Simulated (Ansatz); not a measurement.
**The perfect armchair graphene nanoribbon (N = 11, H edges)**

Aim: is the armchair graphene nanoribbon (N = 11, H edges) a metal or a semiconductor?

Calculated with Ansatz 0.2.0; DFT PBE, plane waves, PAW; relaxation of a wire's period, in the first sound run; inputs show where later runs differ.

### 1. Set-up

The cell holds 26 atoms: 22 C and 4 H. Cell: a = 21.151 Å, b = 7.000 Å, c = 4.260 Å, α = 90.0°, β = 90.0°, γ = 90.0°. Vacuum lies along a and b. The structure's axis is c.

### 2. Relaxation of atoms and period

Band widths follow the bond lengths, so the wire is relaxed first. The atoms and the third cell vector are free; the box across stays fixed as vacuum. A Fermi-Dirac smearing is set since the result may be a metal. The pressure printed is a third of the stress's trace over the whole box, vacuum included; only the stress along the axis is relaxed.

Input file input.yaml:

```yaml
crystal:
  lattice:
    - [21.151, 0.0, 0.0]
    - [0.0, 7.0, 0.0]
    - [0.0, 0.0, 4.26]
  atoms:
    - { symbol: C, position: [0.209287844, 0.5, 0.0] }
    - { symbol: C, position: [0.325571336, 0.5, 0.0] }
    - { symbol: C, position: [0.441854828, 0.5, 0.0] }
    - { symbol: C, position: [0.558138321, 0.5, 0.0] }
    - { symbol: C, position: [0.674421813, 0.5, 0.0] }
    - { symbol: C, position: [0.790705305, 0.5, 0.0] }
    - { symbol: C, position: [0.209287844, 0.5, 0.333333333] }
    - { symbol: C, position: [0.325571336, 0.5, 0.333333333] }
    - { symbol: C, position: [0.441854828, 0.5, 0.333333333] }
    - { symbol: C, position: [0.558138321, 0.5, 0.333333333] }
    - { symbol: C, position: [0.674421813, 0.5, 0.333333333] }
    - { symbol: C, position: [0.790705305, 0.5, 0.333333333] }
    - { symbol: H, position: [0.16547681, 0.5, 0.458920188] }
    - { symbol: H, position: [0.83451634, 0.5, 0.458920188] }
    - { symbol: C, position: [0.26742959, 0.5, 0.5] }
    - { symbol: C, position: [0.383713082, 0.5, 0.5] }
    - { symbol: C, position: [0.499996575, 0.5, 0.5] }
    - { symbol: C, position: [0.616280067, 0.5, 0.5] }
    - { symbol: C, position: [0.732563559, 0.5, 0.5] }
    - { symbol: C, position: [0.26742959, 0.5, 0.833333333] }
    - { symbol: C, position: [0.383713082, 0.5, 0.833333333] }
    - { symbol: C, position: [0.499996575, 0.5, 0.833333333] }
    - { symbol: C, position: [0.616280067, 0.5, 0.833333333] }
    - { symbol: C, position: [0.732563559, 0.5, 0.833333333] }
    - { symbol: H, position: [0.16547681, 0.5, 0.874413146] }
    - { symbol: H, position: [0.83451634, 0.5, 0.874413146] }
kpoints:
  mp_grid: { grid: [1, 1, 19] }
scf:
  occupations: { method: fermi_dirac, width: 0.05 }
hamiltonian:
  xc: pbe
relax:
  cell: { fix: [a, b, alpha, beta, gamma] }
  max_steps: 60
```

Launch:

```bash
> ansatz run input.yaml --threads 8 --pin off --max-ram 16384MiB --backend cpu --events-out ev --progress --plain --runs-dir out
```

Numbers of over 12 decimals in the logs are rounded to 6 here.

What it wrote:

```text
Engine: ansatz 0.2.0, aarch64-unknown-linux-gnu
Pseudopotentials: kind: paw
Pseudopotential: C, paw, valence charge 4, recommended cutoff 420 eV (normal), C.paw.azcp
Pseudopotential: H, paw, valence charge 1, recommended cutoff 420 eV (normal), H.paw.azcp
Functional definition: PBE
  parameter kappa = 0.804
  parameter beta = 0.066725
  exchange = pbe_x(kappa = kappa, mu = beta*pi^2/3)
  correlation = pbe_c(beta = beta)
Crystal: 26 atoms, lattice volume = 630.723 Å³
Basis set: ecut = 420 eV, 12319 PW (Γ), exchange–correlation on 288×96×60 points (8 copies of the dense FFT grid, shifted against one another)
Bands: 72, of which v1, the nominal top of the filled ones, is band 46 counted from 1 (45 counted from 0)
Symmetry: 8 space group operations
Space group: Pmmm (ITA 47), of the structure as read, at distance tolerance 8.6e-5 Å
k-points: 10 of 19
Non-local potential: C, projectors of the file, l = 0: 2, l = 1: 2, l = 2: 1
Non-local potential: H, projectors of the file, l = 0: 2, l = 1: 1
PAW form: soft (Blöchl's): semilocal exchange-correlation on the pseudo side does not see the compensation charge
PAW one-centre angular grid: C, 110 points (default); XC on 64 Gauss nodes
PAW one-centre angular grid: H, 110 points (default); XC on 64 Gauss nodes
Initial density: superposition of atomic densities (neutral atoms: chi_scale 0, normalization atom), corrected by the library's trained network
Initial wavefunctions: pseudopotential atomic-orbital guess
Functional: x = pbe(κ = 0.804, μ = 0.219515), c = pbe(β = 0.066725)
SCF iter   1: F=—  HF=-5583.717173 eV  |F-HF|=—  |Δ(HF+E_count)|=         —  Δρ=2.54e-3  dr2=1.37e-1  ethr=1.77e-3  ⟨swp⟩=9.8  Hψ=4238  notcnv=0  defer=136
preconditioner: auto → LDOS  [insulator: Δε(μ)=0.172 eV  Ē_g=14.355 eV  σ=0.050 eV  W_gap=0.70  n_scr=90 (ndim 8)  ℏωp=14.2 eV  f_vac=0.599  D(μ)=0.55/eV (n_scr^D=2)  ε∞_Penn≈2.0  β→1.0]
SCF iter   2: F=—  HF=-5583.742272 eV  |F-HF|=—  |Δ(HF+E_count)|=   2.51e-2  Δρ=2.91e-3  dr2=2.39e-1  ethr=1.49e-4  ⟨swp⟩=3.4  Hψ=1482  notcnv=0  defer=183
SCF iter   3: F=—  HF=-5583.694463 eV  |F-HF|=—  |Δ(HF+E_count)|=   4.78e-2  Δρ=1.19e-3  dr2=2.16e-2  ethr=1.49e-4  ⟨swp⟩=2.9  Hψ=958  notcnv=0  defer=183
SCF iter   4: F=—  HF=-5583.689059 eV  |F-HF|=—  |Δ(HF+E_count)|=   5.40e-3  Δρ=3.16e-4  dr2=1.24e-3  ethr=2.35e-5  ⟨swp⟩=2.0  Hψ=1106  notcnv=0  defer=190
SCF iter   5: F=—  HF=-5583.688837 eV  |F-HF|=—  |Δ(HF+E_count)|=   2.22e-4  Δρ=7.22e-5  dr2=4.38e-5  ethr=1.35e-6  ⟨swp⟩=2.0  Hψ=975  notcnv=0  defer=190
SCF iter   6: F=—  HF=-5583.689160 eV  |F-HF|=—  |Δ(HF+E_count)|=   3.23e-4  Δρ=2.78e-5  dr2=7.31e-6  ethr=4.76e-8  ⟨swp⟩=2.0  Hψ=1042  notcnv=0  defer=190
SCF iter   7: F=—  HF=-5583.689167 eV  |F-HF|=—  |Δ(HF+E_count)|=   6.70e-6  Δρ=8.54e-6  dr2=2.42e-7  ethr=7.95e-9  ⟨swp⟩=2.0  Hψ=908  notcnv=0  defer=186
SCF iter   8: F=-5583.689168 eV  HF=-5583.689168 eV  |F-HF|=1.59e-8  |Δ(HF+E_count)|=   9.45e-7  Δρ=2.73e-6  dr2=2.80e-8  ethr=1.09e-10  ⟨swp⟩=4.6  Hψ=2152  notcnv=0
SCF 1 converged in 8 iterations: F = -5583.689168 eV  dr2 = 2.80e-8
  greatest PAW one-centre occupation: 0.674 electrons in one spin orbital (limit 2), on the C atom at site 10 (counted from 0), in its partial waves of l = 0
relax step   1: F+E_penalty+E_count = -5583.68916775 eV  Δ(F+E_penalty+E_count) = +0.000e0 eV  max|allowed force component| = 2.412e0 eV/Å  Δτ_max = 0.0000 Å  P = +0.637 GPa  Ω = 630.723 Å³  fix = [a, b, alpha, beta, gamma]  reactions: a +0.760, b +0.110 GPa  (8 SCF iters, dr2 threshold 1.00e-7 eV, accepted)
Crystal: 26 atoms, lattice volume = 634.333 Å³
Basis set: ecut = 420 eV, 12411 PW (Γ), exchange–correlation on 288×96×60 points (8 copies of the dense FFT grid, shifted against one another)
Initial density: handed on by an earlier stage of this run
Initial wavefunctions: those handed on with the density
iter 1 solved again at ethr=8.65e-5 eV; its pass at ethr=3.10e-3 eV (dr2=7.96e-2 eV) is discarded
SCF iter   1: F=—  HF=-5583.906100 eV  |F-HF|=—  |Δ(HF+E_count)|=         —  Δρ=4.06e-3  dr2=8.19e-2  ethr=8.65e-5  ⟨swp⟩=5.3  Hψ=3142  notcnv=0
preconditioner: auto → LDOS  [insulator: Δε(μ)=0.170 eV  Ē_g=14.029 eV  σ=0.050 eV  W_gap=0.69  n_scr=90 (ndim 8)  ℏωp=14.1 eV  f_vac=0.603  D(μ)=0.55/eV (n_scr^D=2)  ε∞_Penn≈2.0  β→1.0]
SCF iter   2: F=—  HF=-5583.911805 eV  |F-HF|=—  |Δ(HF+E_count)|=   5.70e-3  Δρ=2.75e-3  dr2=9.03e-2  ethr=8.65e-5  ⟨swp⟩=3.6  Hψ=1786  notcnv=0  defer=3
SCF iter   3: F=—  HF=-5583.886169 eV  |F-HF|=—  |Δ(HF+E_count)|=   2.56e-2  Δρ=5.43e-4  dr2=3.33e-3  ethr=8.65e-5  ⟨swp⟩=2.1  Hψ=1241  notcnv=0  defer=22
SCF iter   4: F=—  HF=-5583.885738 eV  |F-HF|=—  |Δ(HF+E_count)|=   4.31e-4  Δρ=2.48e-4  dr2=6.78e-4  ethr=3.62e-6  ⟨swp⟩=2.0  Hψ=1192  notcnv=0  defer=25
SCF iter   5: F=—  HF=-5583.885893 eV  |F-HF|=—  |Δ(HF+E_count)|=   1.56e-4  Δρ=5.83e-5  dr2=1.32e-5  ethr=7.37e-7  ⟨swp⟩=2.0  Hψ=1004  notcnv=0  defer=64
SCF iter   6: F=-5583.885895 eV  HF=-5583.885896 eV  |F-HF|=1.21e-6  |Δ(HF+E_count)|=   2.57e-6  Δρ=1.77e-5  dr2=2.18e-6  ethr=2.83e-9  ⟨swp⟩=5.0  Hψ=2443  notcnv=0
SCF 2 converged in 6 iterations: F = -5583.885895 eV  dr2 = 2.18e-6
  greatest PAW one-centre occupation: 0.676 electrons in one spin orbital (limit 2), on the C atom at site 11 (counted from 0), in its partial waves of l = 0
relax step   2: F+E_penalty+E_count = -5583.88589485 eV  Δ(F+E_penalty+E_count) = -1.967e-1 eV  max|allowed force component| = 7.385e-1 eV/Å  Δτ_max = 0.0448 Å  P = +0.196 GPa  Ω = 634.333 Å³  energy of the carried Pulay correction = -4.060e-3 eV  fix = [a, b, alpha, beta, gamma]  reactions: a +0.394, b +0.103 GPa  (6 SCF iters, dr2 threshold 2.60e-6 eV, accepted)
Crystal: 26 atoms, lattice volume = 634.965 Å³
Basis set: ecut = 420 eV, 12419 PW (Γ), exchange–correlation on 288×96×60 points (8 copies of the dense FFT grid, shifted against one another)
iter 1 solved again at ethr=1.34e-5 eV; its pass at ethr=3.10e-3 eV (dr2=1.23e-2 eV) is discarded
SCF iter   1: F=—  HF=-5583.905375 eV  |F-HF|=—  |Δ(HF+E_count)|=         —  Δρ=1.69e-3  dr2=1.26e-2  ethr=1.34e-5  ⟨swp⟩=3.3  Hψ=2733  notcnv=0  defer=1
preconditioner: auto → LDOS  [insulator: Δε(μ)=0.189 eV  Ē_g=14.029 eV  σ=0.050 eV  W_gap=0.74  n_scr=90 (ndim 8)  ℏωp=14.1 eV  f_vac=0.602  D(μ)=0.48/eV (n_scr^D=2)  ε∞_Penn≈2.0  β→1.0]
SCF iter   2: F=—  HF=-5583.905897 eV  |F-HF|=—  |Δ(HF+E_count)|=   5.22e-4  Δρ=1.00e-3  dr2=1.48e-2  ethr=1.34e-5  ⟨swp⟩=2.7  Hψ=1576  notcnv=0  defer=11
SCF iter   3: F=—  HF=-5583.902392 eV  |F-HF|=—  |Δ(HF+E_count)|=   3.51e-3  Δρ=3.27e-4  dr2=1.50e-3  ethr=1.34e-5  ⟨swp⟩=2.1  Hψ=1310  notcnv=0  defer=11
[...]
relax step   5: F+E_penalty+E_count = -5583.90249698 eV  Δ(F+E_penalty+E_count) = -2.472e-5 eV  max|allowed force component| = 1.070e-2 eV/Å  Δτ_max = 0.0017 Å  P = +0.040 GPa  Ω = 635.047 Å³  energy of the carried Pulay correction = -4.860e-3 eV  fix = [a, b, alpha, beta, gamma]  (5 SCF iters, dr2 threshold 8.55e-9 eV, rejected (line search))
[...]
relax step   6: F+E_penalty+E_count = -5583.90250110 eV  Δ(F+E_penalty+E_count) = -2.884e-5 eV  max|allowed force component| = 6.964e-4 eV/Å  Δτ_max = 0.0008 Å  P = +0.035 GPa  Ω = 635.056 Å³  energy of the carried Pulay correction = -4.870e-3 eV  fix = [a, b, alpha, beta, gamma]  reactions: a +0.004, b +0.101 GPa  (6 SCF iters, accepted)
Initial wavefunctions: pseudopotential atomic-orbital guess (no wavefunctions were taken with the density)
iter 1 solved again at ethr=4.16e-7 eV; its pass at ethr=3.10e-3 eV (dr2=3.82e-4 eV) is discarded
SCF iter   1: F=—  HF=-5583.906144 eV  |F-HF|=—  |Δ(HF+E_count)|=         —  Δρ=3.88e-5  dr2=7.12e-7  ethr=4.16e-7  ⟨swp⟩=15.5  Hψ=8776  notcnv=0  defer=13
preconditioner: auto → LDOS  [insulator: Δε(μ)=0.182 eV  Ē_g=14.040 eV  σ=0.050 eV  W_gap=0.72  n_scr=90 (ndim 8)  ℏωp=14.1 eV  f_vac=0.602  D(μ)=0.51/eV (n_scr^D=2)  ε∞_Penn≈2.0  β→1.0]
SCF iter   2: F=—  HF=-5583.907082 eV  |F-HF|=—  |Δ(HF+E_count)|=   9.37e-4  Δρ=4.02e-6  dr2=1.44e-7  ethr=7.74e-10  ⟨swp⟩=3.2  Hψ=1618  notcnv=0  defer=32
SCF iter   3: F=—  HF=-5583.907082 eV  |F-HF|=—  |Δ(HF+E_count)|=   1.74e-7  Δρ=2.55e-6  dr2=7.53e-8  ethr=1.57e-10  ⟨swp⟩=2.3  Hψ=992  notcnv=0  defer=32
SCF iter   4: F=—  HF=-5583.907082 eV  |F-HF|=—  |Δ(HF+E_count)|=   1.38e-7  Δρ=1.05e-6  dr2=1.11e-8  ethr=8.18e-11  ⟨swp⟩=2.0  Hψ=831  notcnv=0  defer=32
SCF iter   5: F=—  HF=-5583.907082 eV  |F-HF|=—  |Δ(HF+E_count)|=   1.78e-9  Δρ=2.85e-7  dr2=9.89e-10  ethr=1.21e-11  ⟨swp⟩=2.0  Hψ=922  notcnv=0  defer=32
SCF iter   6: F=-5583.907082 eV  HF=-5583.907082 eV  |F-HF|=1.44e-10  |Δ(HF+E_count)|=   5.85e-9  Δρ=6.17e-8  dr2=2.37e-11  ethr=1.00e-12  ⟨swp⟩=5.0  Hψ=2372  notcnv=0
SCF 7 converged in 6 iterations: F = -5583.907082 eV  dr2 = 2.37e-11
relax step   7: F+E_penalty+E_count = -5583.90708172 eV  Δ(F+E_penalty+E_count) = -4.581e-3 eV  max|allowed force component| = 6.225e-4 eV/Å  Δτ_max = 0.0000 Å  P = +0.045 GPa  Ω = 635.056 Å³  fix = [a, b, alpha, beta, gamma]  reactions: a +0.001, b +0.124 GPa  stress off target by 9.27e-3 GPa on what of the cell is left free  SCF on the basis re-selected at this cell (its energy is not comparable with the rows above)  (6 SCF iters)
basis re-selected at this cell: Δ(F+E_penalty+E_count) = -4.581e-3 eV, ΔP = +0.010 GPa vs the last step (what re-selecting the basis moved, of the pressure what is left beyond the Pulay correction that the steps carried, after the strain that the cell walked since its last selection, with what the two solves' SCF thresholds leave and, on support functions, any second-order correction that the steps lacked; it is no m [...]
SCF converged after 6 iterations
Free energy (F): -5583.907082 eV
Harris-Foulkes:  -5583.907082 eV  (|F-HF|=1.44e-10)
Internal energy: -5583.902788 eV  (E = F + TS)
E sigma→0 (E₀):  -5583.904935 eV
Entropy (-TS):   -0.004294 eV (-0.165 meV/atom)
Fermi energy:    -0.454759 eV
--- Per-component energies (eV) ---
  E_band       = -865.768043
  E_kinetic    = 2050.308404
  E_local      = -19683.833721  (includes V_loc(G=0)·N_el)
  E_nonlocal   = 607.529499
  E_hartree    = 8831.683209
  E_xc         = -1090.000387
  E_vxc        = -1350.863180  (∫ρ·V_xc dr)
  E_paw        = -2187.672524  (= ΣΔE_a)
  E_vpaw       = -152.269771  (= ΣTr[D̂ρ^β])
  E_aug_tail   = -0.005429  (compensation charges beyond the density's cutoff)
  E_ewald      = 5888.088161
  E_smearing   = -0.004294  (= −TS)
  E_closure    = 0.000000  (closes the sum)
  Σ components = -5583.907082   (vs F -5583.907082, Δ=0.00e0)
--- Forces (eV/Å), atoms counted from 1 ---
  atom   1  C     -0.00059852     0.00000000    -0.00024755
  atom   2  C      0.00062251     0.00000000    -0.00044766
  atom   3  C      0.00037897    -0.00000000    -0.00030324
  atom   4  C     -0.00037897    -0.00000000    -0.00030324
  atom   5  C     -0.00062251     0.00000000    -0.00044766
  atom   6  C      0.00059852     0.00000000    -0.00024755
  atom   7  C     -0.00059852    -0.00000000     0.00024755
  atom   8  C      0.00062251    -0.00000000     0.00044766
  atom   9  C      0.00037897     0.00000000     0.00030324
  atom  10  C     -0.00037897     0.00000000     0.00030324
  atom  11  C     -0.00062251    -0.00000000     0.00044766
  atom  12  C      0.00059852    -0.00000000     0.00024755
  atom  13  H      0.00007061     0.00000000    -0.00018894
  atom  14  H     -0.00007061     0.00000000    -0.00018894
  atom  15  C     -0.00005956    -0.00000000     0.00022659
  atom  16  C     -0.00011180    -0.00000000    -0.00017688
  atom  17  C     -0.00000000    -0.00000000    -0.00026708
  atom  18  C      0.00011180    -0.00000000    -0.00017688
  atom  19  C      0.00005956    -0.00000000     0.00022659
  atom  20  C     -0.00005956     0.00000000    -0.00022659
  atom  21  C     -0.00011180     0.00000000     0.00017688
  atom  22  C      0.00000000     0.00000000     0.00026708
  atom  23  C      0.00011180     0.00000000     0.00017688
  atom  24  C      0.00005956     0.00000000    -0.00022659
  atom  25  H      0.00007061    -0.00000000     0.00018894
  atom  26  H     -0.00007061    -0.00000000     0.00018894
  max |Σ_I F_I| component: 1.90e-19 eV/Å
--- Stress (GPa, compression-positive) ---
        0.001277      -0.000000      -0.000000
       -0.000000       0.123663       0.000000
       -0.000000       0.000000       0.009268
  P = ⅓ Tr σ = 0.0447 GPa (0.447 kbar)
--- Relaxed structure (6 steps of the walk, 5 accepted, 1 SCFs on fresh bases) ---
  F+E_penalty+E_count = -5583.90708172 eV   max|allowed force component| = 6.225e-4 eV/Å   (the final SCF, on the basis selected at the relaxed cell)
  cell:  # Å, volume = 635.0562 Å³
    - [21.151, 0.0, 0.0]
    - [0.0, 7.0, 0.0]
    - [0.0, 0.0, 4.289268]
  atoms:
    - { symbol: C, position: [0.209833, 0.500000, 0.00700395] }
    - { symbol: C, position: [0.325011, 0.500000, -0.000138129] }
    - { symbol: C, position: [0.441731, 0.500000, 9.913712179304751e-5] }
    - { symbol: C, position: [0.558269, 0.500000, 9.913712179304753e-5] }
    - { symbol: C, position: [0.674989, 0.500000, -0.000138129] }
    - { symbol: C, position: [0.790167, 0.500000, 0.00700395] }
    - { symbol: C, position: [0.209833, 0.500000, 0.326329] }
    - { symbol: C, position: [0.325011, 0.500000, 0.333471] }
    - { symbol: C, position: [0.441731, 0.500000, 0.333234] }
    - { symbol: C, position: [0.558269, 0.500000, 0.333234] }
    - { symbol: C, position: [0.674989, 0.500000, 0.333471] }
    - { symbol: C, position: [0.790167, 0.500000, 0.326329] }
    - { symbol: H, position: [0.164555, 0.500000, 0.446405] }
    - { symbol: H, position: [0.835445, 0.500000, 0.446405] }
    - { symbol: C, position: [0.266815, 0.500000, 0.499120] }
    - { symbol: C, position: [0.383504, 0.500000, 0.500676] }
    - { symbol: C, position: [0.5, 0.500000, 0.500046] }
    - { symbol: C, position: [0.616496, 0.500000, 0.500676] }
    - { symbol: C, position: [0.733185, 0.500000, 0.499120] }
    - { symbol: C, position: [0.266815, 0.500000, 0.834213] }
    - { symbol: C, position: [0.383504, 0.500000, 0.832658] }
    - { symbol: C, position: [0.5, 0.500000, 0.833288] }
    - { symbol: C, position: [0.616496, 0.500000, 0.832658] }
    - { symbol: C, position: [0.733185, 0.500000, 0.834213] }
    - { symbol: H, position: [0.164555, 0.500000, 0.886928] }
    - { symbol: H, position: [0.835445, 0.500000, 0.886928] }
```

Run time: 24 s. Hardware: 8 threads of Arm Neoverse V2, shared host; peak memory 2.3 GiB.

The steps of the relaxation:

| step | energy less that of the first step (eV) | largest force component (eV/Å) | pressure (GPa) | volume (Å³) |
| --- | --- | --- | --- | --- |
| 1 | 0.0000 | 2.4121 | 0.64 | 630.72 |
| 2 | -0.1967 | 0.7385 | 0.20 | 634.33 |
| 3 | -0.2132 | 0.0515 | 0.06 | 634.96 |
| 4 | -0.2133 | 0.0117 | 0.03 | 635.07 |
| 5 | -0.2133 | 0.0107 | 0.04 | 635.05 |
| 6 | -0.2133 | 0.0007 | 0.03 | 635.06 |
| 7* | -0.2179 | 0.0006 | 0.04 | 635.06 |

Relaxation steps marked * repeat the geometry before them on a plane-wave basis chosen anew for their cell, so energy and pressure can jump there. Relaxation step 5 was tried and not accepted.

Forces are held to the 8 operations that the run works with; a distortion that breaks them can't arise in this run.

```
cell as run  before  after  change
      c (Å)   4.260  4.289  +0.7 %
```

The atoms that moved most (Å, along periodic axes as changes of fractional coordinates times the final cell, across vacuum about the mean position):

```csv
atom,dx,dy,dz,length
H13,-0.020,0.000,-0.054,0.057
H25,-0.020,0.000,0.054,0.057
H14,0.020,0.000,-0.054,0.057
H26,0.020,0.000,0.054,0.057
C1,0.011,0.000,0.030,0.032
C7,0.011,0.000,-0.030,0.032
C6,-0.011,0.000,0.030,0.032
C12,-0.011,0.000,-0.030,0.032
```

Numbers from this step:

```yaml
energy_at_zero_smearing: -5583.9049 eV
cell_length_along_the_wire: 4.289 Å
```

The cell's length comes to 4.289 Å with spin left out.

(Part 1 of 4 ends here.)

[Logs are printed without paths, hosts, clocks, repeated set-up lines and the standing remarks that a program may print on its own settings, such as how far it seeks lower states.]

[Hosts, paths, dates, database ids (printed as entryN), source tags and the programs' standing remarks are cut or masked in the printed files.]
